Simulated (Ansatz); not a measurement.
# AgBr: the cost of one run

Method: DFT PBE, with the methods named in each step, in Ansatz 0.2.0.

## 1. The system as given

It takes space group Fm-3m (No. 225, cubic). The conventional cell has a = 5.740 Å, b = 5.740 Å, c = 5.740 Å, α = 90.00°, β = 90.00°, γ = 90.00°. Around Ag (site symmetry m-3m) lie 6 Br at 2.87 Å. Br (site symmetry m-3m) has 6 Ag at 2.87 Å as nearest neighbours.

Coordinates:

```cif
data_structure
_symmetry_space_group_name_H-M 'P 1'
_symmetry_Int_Tables_number 1
_cell_length_a 4.0590
_cell_length_b 4.0590
_cell_length_c 4.0590
_cell_angle_alpha 60.000
_cell_angle_beta 60.000
_cell_angle_gamma 60.000
_cell_volume 47.29
loop_
_atom_site_label
_atom_site_type_symbol
_atom_site_fract_x
_atom_site_fract_y
_atom_site_fract_z
_atom_site_occupancy
Ag1 Ag 0.00000 0.00000 0.00000 1
Br1 Br 0.50000 0.50000 0.50000 1
```

Whether this phase is the stable one at these pressures isn't tested.

Atoms are numbered in the order of the input: Ag1, Br2.

## 2. The reference volume, LAPW

input.yaml

```yaml
crystal:
  lattice:
    - [0.0, 2.87015, 2.87015]
    - [2.87015, 0.0, 2.87015]
    - [2.87015, 2.87015, 0.0]
  atoms:
    - { symbol: Ag, position: [0.0, 0.0, 0.0] }
    - { symbol: Br, position: [0.5, 0.5, 0.5] }
kpoints:
  mp_grid: { grid: [9, 9, 9] }
  band_path:
    path:
      - [0.0, 0.0, 0.0]
      - [0.5, 0.0, 0.5]
      - [0.625, 0.25, 0.625]
      - [0.375, 0.375, 0.75]
      - [0.0, 0.0, 0.0]
      - [0.5, 0.5, 0.5]
      - [0.5, 0.25, 0.75]
      - [0.5, 0.0, 0.5]
    npoints: 14
scf:
  occupations: { method: fermi_dirac, width: 0.03 }
hamiltonian:
  xc: pbe
  pseudopotentials: { kind: all_electron, lapw: { basis_error: 0.001 } }
output:
  forces: true
  stress: true
  eigenvalues: true
  populations: true
```

Run with:

```bash
$ ansatz run input.yaml --threads 1 --pin off --max-ram 2048MiB --backend cpu --events-out ev --progress --plain --runs-dir out
```

**Question.** How long does this run take on 1 thread of Intel Xeon Platinum 8488C (Sapphire Rapids), shared host, and how much memory does it need?

About 10 s, with a peak of 0.36 GiB.
